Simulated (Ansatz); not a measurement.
Crystal: AlN.

```xyz
2
Lattice="0.0000 2.1840 2.1840 2.1840 0.0000 2.1840 2.1840 2.1840 0.0000" Properties=species:S:1:pos:R:3 pbc="T T T"
Al    0.0000    0.0000    0.0000
N     1.0920    1.0920    1.0920
```

Measurements of this composition are mostly on another form, of space group No. 186.

* Program: Ansatz 0.2.0
* Task: relaxation of cell and atoms
* Functional: LDA
* Potentials or basis: all-electron LAPW, scalar-relativistic
* Basis error allowed: 0.001 eV/atom
* k mesh: 10 × 10 × 10
* Occupations: fermi-dirac, width 0.05 eV
* Spin: no spin polarisation

At the start: volume 10.42 Å³/atom.

Problem. How do energy, volume and symmetry change on relaxing?

Solution. Over 4 steps the energy falls by 2.1 meV/atom and the volume is 10.23 Å³/atom (-1.8 %); space group F-43m (No. 216, to 0.05 Å).

The path:
| step | energy change (eV) | largest force (eV/Å) | volume (Å³) |
| --- | --- | --- | --- |
| 1 | 0.0000 | 0.0000 | 20.83 |
| 2 | -0.0031 | 0.0000 | 20.65 |
| 3 | -0.0041 | 0.0000 | 20.47 |
| 4 | -0.0041 | 0.0000 | 20.47 |

Final structure:
```yaml
crystal:
  lattice:
    - [0.00000, 2.17101, 2.17101]
    - [2.17101, 0.00000, 2.17101]
    - [2.17101, 2.17101, 0.00000]
  atoms:
    - { symbol: Al, position: [0.00000, 0.00000, 0.00000] }
    - { symbol: N, position: [0.25000, 0.25000, 0.25000] }
```
